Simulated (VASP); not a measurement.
## ZrO2: relaxation of cell and atoms with PBE

ZrO2:

```
Zr O
1.0
     3.59610    0.00000    0.00000
     0.00000    3.59610    0.00000
     0.00000    0.00000    5.17700
Zr O
2 4
Cartesian
  0.0000 0.0000 0.0000
  1.7980 1.7980 2.5885
  0.0000 1.7980 1.0509
  0.0000 1.7980 3.6394
  1.7980 0.0000 1.5376
  1.7980 0.0000 4.1261
```

```json
{
 "Program": "VASP 6.6.1",
 "Task": "relaxation of cell and atoms",
 "Functional": "PBE",
 "Potentials or basis": "VASP PAW PBE potentials, release 64 (Zr_sv, O)",
 "Cutoff": "600 eV",
 "k mesh": "6 × 6 × 4",
 "Occupations": "gaussian, width 0.1 eV",
 "Spin": "no spin polarisation",
 "Dipole correction": "no",
 "Further INCAR settings": "ALGO = Fast; EDIFF = 1e-06; IBRION = 2; EDIFFG = -0.04; NSW = 60; ISIF = 3"
}
```

The relaxed volume is 11.54 Å³/atom and the relaxed cell is a = 3.621 Å, b = 3.621 Å, c = 5.281 Å, α = 90.00°, β = 90.00°, γ = 90.00°. The space group after relaxing (to 0.05 Å) is P4_2/nmc (No. 137). The energy gained by relaxing is 6.7 meV/atom, the ionic steps are 10 and the pressure after relaxing is -0.1 GPa. The band gap on the k mesh is 4.04 eV, indirect (least direct gap 4.12 eV).

Forces on the atoms (eV/Å):
```
Zr   0.000  0.000  0.000
Zr   0.000  0.000  0.000
O    0.000  0.000 -0.003
O    0.000  0.000 -0.003
O    0.000  0.000  0.003
O    0.000  0.000  0.003
```

Stress tensor (GPa, compression positive):
```
 0.00  0.00  0.00
 0.00  0.00  0.00
 0.00  0.00 -0.17
```

The path:
| step | energy change (eV) | largest force (eV/Å) | pressure (GPa) | volume (Å³) |
| --- | --- | --- | --- | --- |
| 1 | 0.0000 | 0.0246 | 5.40 | 66.95 |
| 2 | 0.0199 | 0.2682 | -6.66 | 70.66 |
| 3 | -0.0257 | 0.1320 | -0.09 | 68.51 |
| 4 | -0.0292 | 0.1243 | -0.06 | 68.59 |
| 5 | -0.0342 | 0.1039 | 0.07 | 68.78 |
| 6 | -0.0348 | 0.0927 | 0.16 | 68.87 |
| 7 | -0.0371 | 0.0722 | 0.11 | 68.96 |
| 8 | -0.0398 | 0.0298 | -0.01 | 69.14 |
| 9 | -0.0383 | 0.0609 | -0.18 | 69.50 |
| 10 | -0.0404 | 0.0025 | -0.06 | 69.26 |

Final structure:
```xyz
6
Lattice="3.6214 0.0000 0.0000 0.0000 3.6214 0.0000 0.0000 0.0000 5.2809" Properties=species:S:1:pos:R:3 pbc="T T T"
Zr    0.0000    0.0000    0.0000
Zr    1.8107    1.8107    2.6404
O     3.6214    1.8107    1.0226
O     3.6214    1.8107    3.6630
O     1.8107    0.0000    1.6179
O     1.8107    0.0000    4.2583
```

Levels at points of the mesh, in eV from the valence-band top:
```
           k point  band 21  band 22  band 23  band 24  band 25  band 26  band 27  band 28
(0.00, 0.00, 0.00)    -0.81    -0.15    -0.07    -0.07     4.04     4.56     5.17     5.40
(0.50, 0.00, 0.00)    -1.36    -1.36    -0.11    -0.11     4.43     4.43     5.35     5.35
(0.50, 0.50, 0.00)    -0.76    -0.76    -0.50    -0.50     5.07     5.07     5.49     5.49
(0.00, 0.00, 0.50)    -0.58    -0.58     0.00     0.00     4.56     4.56     5.21     5.21
(0.50, 0.00, 0.50)    -1.27    -1.27    -0.78    -0.78     4.52     4.52     4.86     4.86
(0.50, 0.50, 0.50)    -1.48    -1.48    -0.09    -0.09     5.10     5.10     5.69     5.69
```

Run time: 6 min on 1 thread of Intel(R) Xeon(R) 6975P-C (Granite Rapids) (shared host), peak memory 0.22 GiB.

A k mesh can miss the band edges. PBE usually gives volumes a little too large and moduli too small.
